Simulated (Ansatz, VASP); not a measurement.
**One calculation of MgI2, two programs**

```
CELL_PARAMETERS angstrom
4.20720 0.00000 -0.46279
-2.10360 3.64354 0.23140
-0.85929 0.00000 8.12419
ATOMIC_POSITIONS crystal
Mg 0.00000 0.00000 0.00000
I 0.24766 0.66700 0.79098
I 0.75234 0.33300 0.20902
```

Change from the starting cell: engineering shear strain xz -0.2200, normal strain along z +0.0400.

Alike in both runs: functional PBE; k mesh 6 × 6 × 4; occupations gaussian, width 0.05 eV; no spin polarisation.

Ansatz relaxed the structure, and its values are those at the end. VASP's run is a single point on that final structure, the one shown.

|  | VASP | Ansatz |
| --- | --- | --- |
| version | VASP 6.6.1 | Ansatz 0.2.0 |
| potentials or method | VASP PAW PBE potentials, release 64 (Mg, I) | scalar-relativistic, plane waves, PAW |
| plane-wave cutoff (eV) | 520 | 520 |
| valence electrons in the cell | 16 | 44 |

VASP gave:

| Item | Value |
| --- | --- |
| gap on the k mesh at the Fermi level (eV) | 3.54 |
| least direct gap on the mesh (eV) | 3.71 |
| pressure (GPa) | -0.1 |
| rms of the force components (eV/Å) | 0.006 |

Task: What did Ansatz give for the same quantities?

Result: gap on the k mesh at the Fermi level (eV): 3.55; least direct gap on the mesh (eV): 3.72; pressure (GPa): -0.1; rms of the force components (eV/Å): 0.001.

The functional is the same, so the differences come from potentials, cutoffs and numerics. The two sets of potentials don't hold the same shells in valence. Ansatz warned: «stress_scf_threshold_loose».

Caveats: spin-orbit coupling is left out, which moves the levels of the heavy elements. A k mesh can miss the band edges.
